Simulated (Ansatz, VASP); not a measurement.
**B: VASP beside Ansatz**

```xyz
4
Lattice="0.0000 2.4917 2.4917 2.4917 0.0000 2.4917 2.4917 2.4917 0.0000" Properties=species:S:1:pos:R:3 pbc="T T T"
B     0.0000    0.0000    0.0000
B     0.0000    1.2459    1.2459
B     1.2459    1.2459    0.0000
B     1.2459    0.0000    1.2459
```

Alike in both runs: functional r2SCAN; k mesh 8 × 8 × 8; no spin polarisation.

Ansatz relaxed the structure, and its values are those at the end. VASP's run is a single point on that final structure, the one shown.

|  | VASP | Ansatz |
| --- | --- | --- |
| version | VASP 6.6.1 | Ansatz 0.2.0 |
| potentials or method | VASP PAW PBE potentials, release 64 (B) | PAW plane waves |
| plane-wave cutoff (eV) | 520 | 500 |
| occupations | fermi-dirac, width 0.1 eV | fermi-dirac |
| valence electrons in the cell | 12 | 12 |

```tsv
	VASP	Ansatz	Ansatz less VASP
gap on the k mesh at the Fermi level (eV)	none	none	-
pressure (GPa)	-0.1	0.0	+0.06
```

A gap of «none» marks a metal or a gap that the smearing closes.

Caveats: the PAW data sets were made with another functional, which shifts forces and pressure a little (VASP).
